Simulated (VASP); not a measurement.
**ZnSe in VASP: one cell, several levels of theory**

ZnSe (zincblende), under -3.0 % strain along z alone is computed at one geometry. Runs: PBE, r2SCAN.

The runs shown are made with VASP 6.6.1. PAW datasets, plane waves. Computed at 0 K without zero-point motion; spin polarisation is off.

**1. The system as given**

The cell comes from an earlier relaxation with r2SCAN in another program, then strained, with the atoms relaxed again.

Space group I-4m2 (No. 119), tetragonal; conventional cell a = 4.006 Å, c = 5.495 Å, 22.04 Å³ an atom. Near Zn stand 4 Se at 2.43 Å; near Se stand 4 Zn at 2.43 Å.

Structure file:

```
CELL_PARAMETERS angstrom
0.00000 2.83242 2.74745
2.83242 0.00000 2.74745
2.83242 2.83242 0.00000
ATOMIC_POSITIONS crystal
Zn 0.00000 0.00000 0.00000
Se 0.25000 0.25000 0.25000
```

**2. PBE**

INCAR reads:

```
ENCUT = 520.000000
SIGMA = 0.020000
EDIFF = 1.00e-07
GGA = PE
PREC = Accurate
IBRION = -1
ISIF = 2
ISMEAR = -1
NBANDS = 16
NELM = 120
NSW = 0
LASPH = .TRUE.
LCHARG = .FALSE.
LWAVE = .FALSE.
LREAL = .FALSE.
```

KPOINTS reads:

```
KPOINTS created by Atomic Simulation Environment
0
Gamma
8 8 8
0 0 0
```

KPOINTS_OPT reads:

```
special points
6
Reciprocal
0.0000000000 0.0000000000 0.0000000000 1
-0.5000000000 -0.5000000000 0.0000000000 1
-0.3750000000 -0.3750000000 0.2500000000 1
-0.3750000000 0.0000000000 0.3750000000 1
0.0000000000 0.0000000000 0.5000000000 1
-0.5000000000 -0.2500000000 0.2500000000 1
```

POSCAR reads:

```
Zn Se
 1.0000000000000000
     0.0000000000000000    2.8324206844000002    2.7474480638999998
     2.8324206844000002    0.0000000000000000    2.7474480638999998
     2.8324206844000002    2.8324206844000002    0.0000000000000000
 Zn  Se
   1   1
Cartesian
  0.0000000000000000  0.0000000000000000  0.0000000000000000
  1.4162103421999999  1.4162103421999999  1.3737240319499997
```

Potentials: the recommended PBE PAW datasets, 18 valence electrons in the neutral cell.

Started as:

```
$ mpirun -np 1 vasp_std
```

Printed to the terminal (iteration lines stand in OSZICAR):

```text
POSCAR found type information on POSCAR ZnSe
 POSCAR found :  2 types and       2 ions
 LDA part: xc-table for (Slater+PW92), standard interpolation
 POSCAR, INCAR and KPOINTS ok, starting setup
 FFT: planning ... GRIDC
 FFT: planning ... GRID_SOFT
 FFT: planning ... GRID
 WAVECAR not read
 entering main loop
 Start KPOINTS_OPT (optional k-point list driver)
k-point batch [1-6\6]
```

OSZICAR:

```text
N       E                     dE             d eps       ncg     rms          rms(c)
DAV:   1     0.847157720738E+02    0.84716E+02   -0.87402E+03  1896   0.131E+03
DAV:   2    -0.108684531502E+01   -0.85803E+02   -0.80647E+02  2152   0.247E+02
DAV:   3    -0.623473422814E+01   -0.51479E+01   -0.51300E+01  2200   0.592E+01
DAV:   4    -0.627516364090E+01   -0.40429E-01   -0.40425E-01  2384   0.569E+00
DAV:   5    -0.627534990991E+01   -0.18627E-03   -0.18627E-03  2376   0.347E-01    0.504E+00
DAV:   6    -0.600647859173E+01    0.26887E+00   -0.53430E-01  2768   0.244E+01    0.382E+00
DAV:   7    -0.598657056221E+01    0.19908E-01   -0.15977E-01  2152   0.361E+00    0.162E+00
DAV:   8    -0.598629445560E+01    0.27611E-03   -0.45634E-03  2656   0.735E-01    0.464E-01
DAV:   9    -0.598649372792E+01   -0.19927E-03   -0.11341E-03  2240   0.257E-01    0.652E-02
DAV:  10    -0.598660396359E+01   -0.11024E-03   -0.22317E-04  2440   0.112E-01    0.251E-02
DAV:  11    -0.598659139209E+01    0.12572E-04   -0.43392E-05  2216   0.576E-02    0.516E-03
DAV:  12    -0.598659234453E+01   -0.95244E-06   -0.58242E-06  2464   0.144E-02    0.247E-03
DAV:  13    -0.598659264927E+01   -0.30474E-06   -0.42493E-07  2264   0.467E-03    0.128E-03
DAV:  14    -0.598659260990E+01    0.39366E-07   -0.26603E-08  2024   0.190E-03
   1 F= -.59865926E+01 E0= -.59865926E+01  d E =-.740096E-11
       N       E                     dE             ncg
DAV:   1     0.224096967635E+04   -0.31035E+04      192
DAV:   2     0.171554384820E+04   -0.52543E+03      208
DAV:   3     0.168171649799E+04   -0.33827E+02      240
DAV:   4     0.168144953131E+04   -0.26697E+00      232
DAV:   5     0.168144840793E+04   -0.11234E-02      256
DAV:   6     0.168144839925E+04   -0.86792E-05      240
DAV:   7     0.168144839917E+04   -0.89346E-07      256
```

The lines after F= are the extra pass for the points of KPOINTS_OPT, at fixed density; their E is not a total energy.

Parts of OUTCAR:

```text
k-points           NKPTS =     59   k-points in BZ     NKDIM =     59   number of bands    NBANDS=     16

   NELECT =      18.0000    total number of electrons

   dimension x,y,z NGX =    30 NGY =   30 NGZ =   30
   dimension x,y,z NGXF=    60 NGYF=   60 NGZF=   60

  energy-cutoff  :      520.00
  volume of cell :       44.08
      direct lattice vectors                 reciprocal lattice vectors
     0.000000000  2.832420684  2.747448064    -0.176527450  0.176527450  0.181987062
     2.832420684  0.000000000  2.747448064     0.176527450 -0.176527450  0.181987062
     2.832420684  2.832420684  0.000000000     0.176527450  0.176527450 -0.181987062

 k-points in reciprocal lattice and weights: KPOINTS created by Atomic Simulation Env
   0.00000000  0.00000000  0.00000000       0.002
   0.12500000  0.00000000  0.00000000       0.016
   0.25000000  0.00000000  0.00000000       0.016
   0.37500000  0.00000000  0.00000000       0.016
   0.50000000  0.00000000  0.00000000       0.008
   0.12500000  0.12500000  0.00000000       0.004
   0.25000000  0.12500000  0.00000000       0.016
   0.37500000  0.12500000  0.00000000       0.016
[... 51 more k-points ...]

 E-fermi :   2.3467

 k-point     1 :       0.0000    0.0000    0.0000
  band No.  band energies     occupation
      1     -11.5755      2.00000
      2      -4.7787      2.00000
      3      -4.7787      2.00000
      4      -4.7651      2.00000
      5      -4.3791      2.00000
      6      -4.3728      2.00000
      7       1.8555      2.00000
      8       1.8555      2.00000
      9       1.9629      2.00000
     10       3.3092      0.00000
     11       7.6803      0.00000
     12       7.6901      0.00000
     13       7.6901      0.00000
     14      11.9421      0.00000
     15      13.1428      0.00000
     16      13.6630      0.00000

 k-point     2 :       0.1250    0.0000    0.0000
  band No.  band energies     occupation
      1     -11.4685      2.00000
      2      -4.7716      2.00000
      3      -4.7623      2.00000
      4      -4.7500      2.00000
      5      -4.3798      2.00000
      6      -4.3750      2.00000
      7       0.5513      2.00000
      8       1.6847      2.00000
      9       1.7765      2.00000
     10       4.2867      0.00000
     11       7.6356      0.00000
     12       7.9445      0.00000
     13       7.9731      0.00000
     14      12.4141      0.00000
     15      12.6854      0.00000
     16      12.9020      0.00000

 k-point     3 :       0.2500    0.0000    0.0000
  band No.  band energies     occupation
      1     -11.1894      2.00000
      2      -4.7266      2.00000
      3      -4.7237      2.00000
      4      -4.7077      2.00000
      5      -4.3759      2.00000
      6      -4.3756      2.00000
      7      -1.2373      2.00000
      8       1.3223      2.00000
      9       1.4532      2.00000
     10       4.7190      0.00000
     11       8.2774      0.00000
     12       8.3216      0.00000
     13       8.6293      0.00000
     14      12.3095      0.00000
     15      12.3424      0.00000
     16      12.7893      0.00000

 k-point     4 :       0.3750    0.0000    0.0000
  band No.  band energies     occupation
      1     -10.8740      2.00000
      2      -4.6989      2.00000
      3      -4.6820      2.00000
      4      -4.5188      2.00000
      5      -4.3664      2.00000
      6      -4.3611      2.00000
      7      -2.7402      2.00000
      8       1.0080      2.00000
      9       1.1732      2.00000
     10       4.5698      0.00000
     11       8.2291      0.00000
     12       8.4570      0.00000
     13      10.0554      0.00000
     14      12.3988      0.00000
     15      13.5088      0.00000
     16      13.5921      0.00000

 k-point     5 :       0.5000    0.0000    0.0000
  band No.  band energies     occupation
      1     -10.7298      2.00000
      2      -4.6904      2.00000
      3      -4.6713      2.00000
      4      -4.3617      2.00000
      5      -4.3512      2.00000
      6      -4.2062      2.00000
      7      -3.5415      2.00000
      8       0.8879      2.00000
      9       1.0663      2.00000
     10       4.4784      0.00000
     11       8.1424      0.00000
     12       8.4057      0.00000
     13      10.5614      0.00000
     14      13.0099      0.00000
     15      14.9774      0.00000
     16      15.2714      0.00000

 k-point     6 :       0.1250    0.1250    0.0000
  band No.  band energies     occupation
      1     -11.4276      2.00000
      2      -4.7783      2.00000
      3      -4.7475      2.00000
      4      -4.7475      2.00000
      5      -4.3845      2.00000
      6      -4.3704      2.00000
      7       0.6226      2.00000
      8       1.3914      2.00000
      9       1.3914      2.00000
     10       4.7770      0.00000
     11       6.8768      0.00000
     12       8.3797      0.00000
     13       8.3797      0.00000
     14      11.6398      0.00000
     15      13.3787      0.00000
     16      13.3937      0.00000

 k-point     7 :       0.2500    0.1250    0.0000
  band No.  band energies     occupation
      1     -11.2012      2.00000
      2      -4.7668      2.00000
      3      -4.7091      2.00000
      4      -4.7035      2.00000
      5      -4.3901      2.00000
      6      -4.3618      2.00000
      7      -0.7554      2.00000
      8       0.9750      2.00000
      9       1.1070      2.00000
     10       5.4364      0.00000
     11       6.8145      0.00000
     12       8.9096      0.00000
     13       8.9410      0.00000
     14      11.1975      0.00000
     15      13.3644      0.00000
     16      14.1071      0.00000

 k-point     8 :       0.3750    0.1250    0.0000
  band No.  band energies     occupation
      1     -10.8927      2.00000
      2      -4.7029      2.00000
      3      -4.6757      2.00000
      4      -4.6024      2.00000
      5      -4.3679      2.00000
      6      -4.3509      2.00000
      7      -2.2514      2.00000
      8       0.6822      2.00000
      9       0.7041      2.00000
     10       5.3523      0.00000
     11       7.6783      0.00000
     12       8.9724      0.00000
     13       9.1136      0.00000
     14      12.3465      0.00000
     15      13.8053      0.00000
     16      14.3306      0.00000

 k-point     9 :       0.5000    0.1250    0.0000
  band No.  band energies     occupation
      1     -10.6876      2.00000
      2      -4.6727      2.00000
      3      -4.6645      2.00000
      4      -4.4182      2.00000
      5      -4.3495      2.00000
      6      -4.2207      2.00000
      7      -3.2988      2.00000
      8       0.3568      2.00000
      9       0.6392      2.00000
     10       5.2354      0.00000
     11       7.8508      0.00000
     12       8.7186      0.00000
     13      10.3542      0.00000
     14      12.9202      0.00000
     15      14.5883      0.00000
     16      15.2431      0.00000

 k-point    10 :      -0.3750    0.1250    0.0000
  band No.  band energies     occupation
      1     -10.7427      2.00000
      2      -4.6738      2.00000
      3      -4.6687      2.00000
      4      -4.4195      2.00000
      5      -4.3683      2.00000
      6      -4.3268      2.00000
      7      -3.0113      2.00000
      8       0.2311      2.00000
      9       0.8606      2.00000
     10       5.2976      0.00000
     11       7.9734      0.00000
     12       8.5669      0.00000
     13      10.3143      0.00000
     14      13.1156      0.00000
     15      13.3302      0.00000
     16      14.9355      0.00000

 k-point    11 :      -0.2500    0.1250    0.0000
  band No.  band energies     occupation
      1     -11.0129      2.00000
      2      -4.7034      2.00000
      3      -4.6857      2.00000
      4      -4.6555      2.00000
      5      -4.3881      2.00000
      6      -4.3604      2.00000
      7      -1.7733      2.00000
      8       0.4185      2.00000
      9       1.2542      2.00000
     10       5.4422      0.00000
     11       8.1676      0.00000
     12       8.4581      0.00000
     13       8.8295      0.00000
     14      11.6049      0.00000
     15      13.2938      0.00000
     16      14.5670      0.00000

 k-point    12 :      -0.1250    0.1250    0.0000
  band No.  band energies     occupation
      1     -11.3075      2.00000
      2      -4.7571      2.00000
      3      -4.7422      2.00000
      4      -4.7138      2.00000
      5      -4.3896      2.00000
      6      -4.3686      2.00000
      7      -0.3851      2.00000
      8       1.0141      2.00000
      9       1.6171      2.00000
     10       5.0938      0.00000
     11       7.5646      0.00000
     12       8.0997      0.00000
     13       8.5863      0.00000
     14      11.4657      0.00000
     15      12.5217      0.00000
     16      14.0073      0.00000

[... the tables of k-points 13 to 59 left out ...]

  Total        1.1841418      1.1841418      1.4381810      0.0000000      0.0000000     -0.0000000
  in kB       43.0367320     43.0367320     52.2695926      0.0000000      0.0000000     -0.0000000
  external PRESSURE =      46.1143522 kB  Pullay stress =       0.0000000 kB

 POSITION                                       TOTAL-FORCE (eV/Angst)
 -----------------------------------------------------------------------------------
      0.00000      0.00000      0.00000        -0.000000     -0.000000     -0.000000
      1.41621      1.41621      1.37372         0.000000      0.000000      0.000000
 -----------------------------------------------------------------------------------
    total drift:                                0.000000      0.000000     -0.000001

  FREE ENERGIE OF THE ION-ELECTRON SYSTEM (eV)
  ---------------------------------------------------
  free  energy   TOTEN  =        -5.9865926099 eV

  energy  without entropy=       -5.9865926099  energy(sigma->0) =       -5.98659261
```

Wall time 49 s (1 MPI rank of Intel Xeon Platinum 8488C, shared host); peak memory 0.22 GiB.

The levels at the points of KPOINTS_OPT are read from vasprun.xml.

Near the gap, in eV above the top of the last filled band v; c is the band after it:

```tsv
point	v−1	v	c	c+1
Γ	-0.11	0.00	1.35	5.72
X	-2.48	-2.48	2.74	3.19
U	-3.30	-2.07	3.34	5.42
K	-3.32	-1.90	3.56	5.69
L	-1.08	-0.90	2.52	6.18
W	-2.97	-2.87	5.33	5.54
```

Gap with PBE: 1.35 eV, direct (Γ). The pressure is 4.61 GPa; the forces vanish within 0.01 eV/Å.

[end of part 1 of 2]
